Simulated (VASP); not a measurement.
# PbS in VASP: settings compared

The runs below take PbS through work function, with LDA, PBE, PBEsol, RPBE.

Everything below comes from runs of VASP 6.6.1. Logs are shortened: lines on timing, memory, paths and dates and some standing lists are left out, and cuts for length are marked.

### 1 The slab as given

The cell holds a slab with vacuum, 8 atoms: a = 4.130 Å, b = 4.130 Å, c = 29.903 Å, α = 90.00°, β = 90.00°, γ = 89.21°.

### 2 Work function, LDA

INCAR reads:

```
PREC = Accurate
ENCUT = 520
EDIFF = 1E-7
ISMEAR = -1
SIGMA = 0.05
LREAL = False
LASPH = True
NELM = 100
ALGO = Normal
ISIF = 2
LWAVE = False
LCHARG = True
LDIPOL = True
IDIPOL = 3
DIPOL = 0.5 0.5 0.500
LELF = True
LVHAR = True
LVACPOTAV = True
```

KPOINTS reads:

```
Automatic mesh
0
Gamma
  5 5 1
```

POSCAR reads:

```
PbS
1.0
    4.1299564465      0.0000000000      0.0000000000
    0.0572742723      4.1295592873      0.0000000000
    0.0000000000      0.0000000000     29.9031159404
Pb S
4 4
Direct
    0.0260298216      0.0260298216      0.2508099830
    0.5249223974      0.5249223974      0.3576157736
    0.2096805613      0.2096805613      0.6423842264
    0.7085731371      0.7085731371      0.7491900170
    0.5257681466      0.5257681466      0.2656036579
    0.0251840724      0.0251840724      0.3428220987
    0.7094188862      0.7094188862      0.6571779013
    0.2088348121      0.2088348121      0.7343963421
```

Potentials or basis: VASP PAW LDA potentials, release 64 (Pb_d, S).

Command:

```bash
$ cat potpaw_LDA.64/Pb_d/POTCAR potpaw_LDA.64/S/POTCAR > POTCAR
$ mpirun -np 1 vasp_std > vasp.out
```

OUTCAR:

```text
PREC = Accurate
   ENCUT = 520
   EDIFF = 1E-7
   ISMEAR = -1
   LREAL = False
   LASPH = True
   NELM = 100
   ISIF = 2

 ion  position               nearest neighbor table
   1  0.026  0.026  0.251-   6 2.75   5 2.93   5 2.93   5 2.97   5 2.98
   2  0.525  0.525  0.358-   5 2.75   6 2.93   6 2.93   6 2.97   6 2.98
   3  0.210  0.210  0.642-   8 2.75   7 2.93   7 2.93   7 2.97   7 2.98
   4  0.709  0.709  0.749-   7 2.75   8 2.93   8 2.93   8 2.97   8 2.98
   5  0.526  0.526  0.266-   2 2.75   1 2.93   1 2.93   1 2.97   1 2.98
   6  0.025  0.025  0.343-   1 2.75   2 2.93   2 2.93   2 2.97   2 2.98
   7  0.709  0.709  0.657-   4 2.75   3 2.93   3 2.93   3 2.97   3 2.98
   8  0.209  0.209  0.734-   3 2.75   4 2.93   4 2.93   4 2.97   4 2.98

  LATTYP: Found a base centered orthorhombic cell.
 ALAT       =     5.7999999999
 B/A-ratio  =     1.0139655172
 C/A-ratio  =     5.1557096449

  Lattice vectors:

 A1 = (  -0.0572742723,  -4.1295592873,   0.0000000000)
 A2 = (   4.1299564465,   0.0000000000,   0.0000000000)
 A3 = (   0.0000000000,   0.0000000000,  29.9031159404)

Analysis of symmetry for initial positions (statically):
=====================================================================
 Subroutine PRICEL returns:
 Original cell was already a primitive cell.

 Routine SETGRP: Setting up the symmetry group for a
 base centered orthorhombic supercell.

 Subroutine GETGRP returns: Found  4 space group operations
 (whereof  2 operations were pure point group operations)
 out of a pool of  8 trial point group operations.

The static configuration has the point symmetry C_1h.
 The point group associated with its full space group is C_2h.

Analysis of symmetry for dynamics (positions and initial velocities):
=====================================================================
 Subroutine PRICEL returns:
 Original cell was already a primitive cell.

 Routine SETGRP: Setting up the symmetry group for a
 base centered orthorhombic supercell.

 Subroutine GETGRP returns: Found  4 space group operations
 (whereof  2 operations were pure point group operations)
 out of a pool of  8 trial point group operations.

The dynamic configuration has the point symmetry C_1h.
 The point group associated with its full space group is C_2h.

 Subroutine INISYM returns: Found  4 space group operations
 (whereof  2 operations are pure point group operations),
 and found     1 'primitive' translations

----------------------------------------------------------------------------------------

                                     Primitive cell

[... 97 lines left out ...]
   NELECT =      80.0000    total number of electrons
   NUPDOWN=      -1.0000    fix difference up-down
   EMIN   =  10.00;   EMAX   =-10.00  energy-range for DOS
   EFERMI =   0.00;   METHOD = LEGACY
   ISMEAR =    -1;   SIGMA  =   0.05  broadening in eV -4-tet -1-fermi 0-gaus
   EFERMI_NEDOS =   21; number of points for ismear=-14 and -15
   IALGO  =     38    algorithm
   IMIX   =      4    mixing-type and parameters
     AMIX     =   0.40;   BMIX     =  1.00
     AMIX_MAG =   1.60;   BMIX_MAG =  1.00
  volume/ion in A,a.u.               =      63.75       430.20
  Fermi-wavevector in a.u.,A,eV,Ry     =   0.882910  1.668457 10.606143  0.779530
  Thomas-Fermi vector in A             =   2.003605
   LORBIT       =      0    0 simple, 1 ext, 2 COOP (PROOUT), +10 PAW based schemes
   GGA     = CA    functional components
   LHFCALC =     F    Hartree Fock is set to
   AEXX    =    0.0000 exact exchange contribution
   IVDW    =     0    specifies the selected vdW correction
   LEPSILON=     F    determine dielectric tensor
   LRPA    =     F    only Hartree local field effects (RPA)
 non-spin polarized calculation
  energy-cutoff  :      520.00
  volume of cell :      509.99
 maximum number of plane-waves:     13757
   NGX = 15   NGY = 15   NGZ =111

 number of electron      80.0000008 magnetization

 dipolmoment           0.000000      0.000000      0.000000 electrons x Angstroem

 Free energy of the ion-electron system (eV)
  ---------------------------------------------------
  ext. energy  EPLUGINS =         0.00000000
  ---------------------------------------------------
  free energy    TOTEN  =       -38.64325024 eV

  energy without entropy =      -38.64324755  energy(sigma->0) =      -38.64324890

 E-fermi :   0.0776     XC(G=0):  -4.8147

 val. band max:       -0.5645642610   @ k =   0.4000  -0.0000   0.0000
 cond. band min:       0.6211485678   @ k =   0.0000   0.0000   0.0000
 fundamental gap:      1.1857128288
 Fermi energy:         0.0775604939

 k-point     1 :       0.0000    0.0000    0.0000
  band No.  band energies     occupation
      1     -16.8987      2.00000
      2     -16.8987      2.00000
      3     -16.8127      2.00000
      4     -16.8127      2.00000
      5     -16.8107      2.00000
      6     -16.8107      2.00000
[... 448 lines left out ...]
     47       4.0385      0.00000
     48       4.0496      0.00000

------------------------ aborting loop because EDIFF is reached ----------------------------------------

  FORCE on cell =-STRESS in cart. coord.  units (eV):
  Direction    XX          YY          ZZ          XY          YZ          ZX
  --------------------------------------------------------------------------------------
  -------------------------------------------------------------------------------------
  Total       -3.5852931     -3.5563886     -6.5310669     -1.0420277      0.0178953      0.0181452
  in kB      -11.2634031    -11.1725980    -20.5177197     -3.2735895      0.0562190      0.0570042
  external PRESSURE =     -14.3179069 kB  Pullay stress =       0.0000000 kB

 VOLUME and BASIS-vectors are now :
 -----------------------------------------------------------------------------
  energy-cutoff  :      520.00
  volume of cell :      509.99
      direct lattice vectors                 reciprocal lattice vectors
     4.129956446  0.000000000  0.000000000     0.242133304 -0.003358230  0.000000000
     0.057274272  4.129559287  0.000000000     0.000000000  0.242156591  0.000000000
     0.000000000  0.000000000 29.903115940     0.000000000  0.000000000  0.033441331

 POSITION                                       TOTAL-FORCE (eV/Angst)
 -----------------------------------------------------------------------------------
      0.10899      0.10749      7.50000        -0.000798     -0.000787      0.814124
      2.19797      2.16770     10.69383         0.000388      0.000383     -0.815030
      0.87798      0.86589     19.20929        -0.000388     -0.000383      0.815030
      2.96696      2.92609     22.40312         0.000798      0.000787     -0.814124
      2.20151      2.17119      7.94238        -0.003111     -0.003068      0.267609
      0.10545      0.10400     10.25145         0.003104      0.003061     -0.267625
      2.97050      2.92959     19.65167        -0.003104     -0.003061      0.267625
      0.87444      0.86240     21.96074         0.003111      0.003068     -0.267609
 -----------------------------------------------------------------------------------
    total drift:                               -0.000002     -0.000002      0.000012

  FREE ENERGIE OF THE ION-ELECTRON SYSTEM (eV)
  ---------------------------------------------------
  free  energy   TOTEN  =       -38.6432502422 eV

  energy  without entropy=      -38.6432475500  energy(sigma->0) =      -38.64324890

 vacuum level on the upper side and lower side of the slab         3.801         3.801
```

OSZICAR:

```text
N       E                     dE             d eps       ncg     rms          rms(c)
DAV:   1     0.835865968356E+03    0.83587E+03   -0.33799E+04   896   0.143E+03
DAV:   2     0.749332765883E+02   -0.76093E+03   -0.73852E+03   984   0.387E+02
DAV:   3    -0.353627487697E+02   -0.11030E+03   -0.10672E+03  1144   0.181E+02
DAV:   4    -0.409815855626E+02   -0.56188E+01   -0.55931E+01  1032   0.480E+01
[... 16 lines left out ...]
DAV:  21    -0.386432380026E+02   -0.95788E-05   -0.49922E-07   856   0.269E-03    0.260E-03
DAV:  22    -0.386432452525E+02   -0.72499E-05   -0.27817E-07   712   0.193E-03    0.770E-04
DAV:  23    -0.386432499136E+02   -0.46612E-05   -0.34492E-07   712   0.144E-03    0.234E-04
DAV:  24    -0.386432501641E+02   -0.25045E-06   -0.17167E-08   632   0.770E-04    0.254E-04
DAV:  25    -0.386432502422E+02   -0.78153E-07   -0.94195E-09   576   0.787E-04
   1 F= -.38643250E+02 E0= -.38643249E+02  d E =-.269221E-05
```

Wall time 2.9 min (1 thread of AMD EPYC 9R45 (Zen 5), shared host); peak memory 0.43 GiB.

What came out:

```yaml
Free_energy: -38.6433 eV
Largest_force: 0.815 eV/Å
Band_gap_on_the_k_mesh: 1.19 eV, indirect (least direct gap 1.19 eV)
Ionisation_potential_of_the_upper_face: 4.37 eV
```

Forces on the atoms (eV/Å):
```
Pb  -0.001 -0.001  0.814
Pb   0.000  0.000 -0.815
Pb   0.000  0.000  0.815
Pb   0.001  0.001 -0.814
S   -0.003 -0.003  0.268
S    0.003  0.003 -0.268
S   -0.003 -0.003  0.268
S    0.003  0.003 -0.268
```

Levels at points of the mesh, in eV from the valence-band top:
| k point | band 38 | band 39 | band 40 | band 41 | band 42 | band 43 |
| --- | --- | --- | --- | --- | --- | --- |
| (0.00, 0.00, 0.00) | -1.35 | -0.01 | -0.01 | 1.19 | 1.24 | 3.27 |

Caveat: spin-orbit coupling is left out, which as a rule narrows the gap of such compounds by several tenths of an eV.

### 3 Work function, PBE

Edit INCAR of step 2 so:

```diff
@@ -15,2 +15,3 @@
 DIPOL = 0.5 0.5 0.500
+GGA = PE
 LELF = True
```

KPOINTS is that of step 2.

POSCAR is that of step 2.

Potentials or basis: VASP PAW PBE potentials, release 64 (Pb_d, S).

Command:

```bash
$ cat potpaw_PBE.64/Pb_d/POTCAR potpaw_PBE.64/S/POTCAR > POTCAR
$ mpirun -np 1 vasp_std > vasp.out
```

OUTCAR:

```text
PREC = Accurate
   ENCUT = 520
   EDIFF = 1E-7
   ISMEAR = -1
   LREAL = False
   LASPH = True
   NELM = 100
   ISIF = 2
   GGA = PE

 ion  position               nearest neighbor table
   1  0.026  0.026  0.251-   6 2.75   5 2.93   5 2.93   5 2.97   5 2.98
   2  0.525  0.525  0.358-   5 2.75   6 2.93   6 2.93   6 2.97   6 2.98
   3  0.210  0.210  0.642-   8 2.75   7 2.93   7 2.93   7 2.97   7 2.98
   4  0.709  0.709  0.749-   7 2.75   8 2.93   8 2.93   8 2.97   8 2.98
   5  0.526  0.526  0.266-   2 2.75   1 2.93   1 2.93   1 2.97   1 2.98
   6  0.025  0.025  0.343-   1 2.75   2 2.93   2 2.93   2 2.97   2 2.98
   7  0.709  0.709  0.657-   4 2.75   3 2.93   3 2.93   3 2.97   3 2.98
   8  0.209  0.209  0.734-   3 2.75   4 2.93   4 2.93   4 2.97   4 2.98

  LATTYP: Found a base centered orthorhombic cell.
 ALAT       =     5.7999999999
 B/A-ratio  =     1.0139655172
 C/A-ratio  =     5.1557096449

  Lattice vectors:

 A1 = (  -0.0572742723,  -4.1295592873,   0.0000000000)
 A2 = (   4.1299564465,   0.0000000000,   0.0000000000)
 A3 = (   0.0000000000,   0.0000000000,  29.9031159404)

Analysis of symmetry for initial positions (statically):
=====================================================================
 Subroutine PRICEL returns:
 Original cell was already a primitive cell.

 Routine SETGRP: Setting up the symmetry group for a
 base centered orthorhombic supercell.

 Subroutine GETGRP returns: Found  4 space group operations
 (whereof  2 operations were pure point group operations)
 out of a pool of  8 trial point group operations.

The static configuration has the point symmetry C_1h.
 The point group associated with its full space group is C_2h.

Analysis of symmetry for dynamics (positions and initial velocities):
=====================================================================
 Subroutine PRICEL returns:
 Original cell was already a primitive cell.

 Routine SETGRP: Setting up the symmetry group for a
 base centered orthorhombic supercell.

 Subroutine GETGRP returns: Found  4 space group operations
 (whereof  2 operations were pure point group operations)
 out of a pool of  8 trial point group operations.

The dynamic configuration has the point symmetry C_1h.
 The point group associated with its full space group is C_2h.

[... 128 lines left out ...]
 maximum number of plane-waves:     13757
   NGX = 15   NGY = 15   NGZ =111

 number of electron      80.0000008 magnetization

 dipolmoment           0.000000      0.000000      0.000000 electrons x Angstroem

 Free energy of the ion-electron system (eV)
  ---------------------------------------------------
  ext. energy  EPLUGINS =         0.00000000
  ---------------------------------------------------
  free energy    TOTEN  =       -34.35715552 eV

  energy without entropy =      -34.35715414  energy(sigma->0) =      -34.35715483

 E-fermi :   0.3666     XC(G=0):  -4.6647

 val. band max:       -0.3092651677   @ k =   0.4000  -0.0000   0.0000
 cond. band min:       0.9417554122   @ k =   0.0000   0.0000   0.0000
 fundamental gap:      1.2510205799
 Fermi energy:         0.3666113259

 k-point     1 :       0.0000    0.0000    0.0000
  band No.  band energies     occupation
      1     -16.6638      2.00000
      2     -16.6638      2.00000
      3     -16.5845      2.00000
      4     -16.5845      2.00000
      5     -16.5781      2.00000
      6     -16.5780      2.00000
[... 448 lines left out ...]
     47       4.4114      0.00000
     48       4.4320      0.00000

------------------------ aborting loop because EDIFF is reached ----------------------------------------

  FORCE on cell =-STRESS in cart. coord.  units (eV):
  Direction    XX          YY          ZZ          XY          YZ          ZX
  --------------------------------------------------------------------------------------
  -------------------------------------------------------------------------------------
  Total        2.3925196      2.4236812     -3.0101594     -1.1234003      0.0174648      0.0177086
  in kB        7.5162369      7.6141330     -9.4565878     -3.5292263      0.0548666      0.0556327
  external PRESSURE =       1.8912607 kB  Pullay stress =       0.0000000 kB

 VOLUME and BASIS-vectors are now :
 -----------------------------------------------------------------------------
  energy-cutoff  :      520.00
  volume of cell :      509.99
      direct lattice vectors                 reciprocal lattice vectors
     4.129956446  0.000000000  0.000000000     0.242133304 -0.003358230  0.000000000
     0.057274272  4.129559287  0.000000000     0.000000000  0.242156591  0.000000000
     0.000000000  0.000000000 29.903115940     0.000000000  0.000000000  0.033441331

 POSITION                                       TOTAL-FORCE (eV/Angst)
 -----------------------------------------------------------------------------------
      0.10899      0.10749      7.50000        -0.001069     -0.001054      0.412820
      2.19797      2.16770     10.69383         0.000637      0.000629     -0.413483
      0.87798      0.86589     19.20929        -0.000637     -0.000629      0.413483
      2.96696      2.92609     22.40312         0.001069      0.001054     -0.412820
      2.20151      2.17119      7.94238        -0.002682     -0.002646      0.060229
      0.10545      0.10400     10.25145         0.002679      0.002643     -0.060320
      2.97050      2.92959     19.65167        -0.002679     -0.002643      0.060320
      0.87444      0.86240     21.96074         0.002682      0.002646     -0.060229
 -----------------------------------------------------------------------------------
    total drift:                               -0.000002     -0.000002      0.000012

  FREE ENERGIE OF THE ION-ELECTRON SYSTEM (eV)
  ---------------------------------------------------
  free  energy   TOTEN  =       -34.3571555231 eV

  energy  without entropy=      -34.3571541372  energy(sigma->0) =      -34.35715483

 vacuum level on the upper side and lower side of the slab         3.756         3.756
```

OSZICAR:

```text
N       E                     dE             d eps       ncg     rms          rms(c)
DAV:   1     0.839737997456E+03    0.83974E+03   -0.33800E+04   896   0.143E+03
DAV:   2     0.803410104055E+02   -0.75940E+03   -0.73659E+03   984   0.387E+02
DAV:   3    -0.311883022723E+02   -0.11153E+03   -0.10802E+03  1144   0.181E+02
DAV:   4    -0.368660347184E+02   -0.56777E+01   -0.56531E+01  1024   0.481E+01
[... 17 lines left out ...]
DAV:  22    -0.343571426570E+02   -0.95157E-05   -0.33052E-07   744   0.271E-03    0.295E-03
DAV:  23    -0.343571533297E+02   -0.10673E-04   -0.59062E-07   736   0.201E-03    0.666E-04
DAV:  24    -0.343571549952E+02   -0.16655E-05   -0.10284E-07   680   0.121E-03    0.449E-04
DAV:  25    -0.343571554992E+02   -0.50397E-06   -0.38157E-08   576   0.119E-03    0.321E-04
DAV:  26    -0.343571555231E+02   -0.23904E-07   -0.23574E-08   584   0.802E-04
   1 F= -.34357156E+02 E0= -.34357155E+02  d E =-.138588E-05
```

Wall time 3.2 min (1 thread of AMD EPYC 9R45 (Zen 5), shared host); peak memory 0.55 GiB.

Results:

- Free energy: -34.3572 eV
- Largest force: 0.413 eV/Å
- Band gap on the k mesh: 1.25 eV, indirect (least direct gap 1.27 eV)
- Ionisation potential of the upper face: 4.07 eV

Forces on the atoms (eV/Å):
```
Pb  -0.001 -0.001  0.413
Pb   0.001  0.001 -0.413
Pb  -0.001 -0.001  0.413
Pb   0.001  0.001 -0.413
S   -0.003 -0.003  0.060
S    0.003  0.003 -0.060
S   -0.003 -0.003  0.060
S    0.003  0.003 -0.060
```

Caveat: spin-orbit coupling is left out, which as a rule narrows the gap of such compounds by several tenths of an eV.

[end of part 1 of 2]
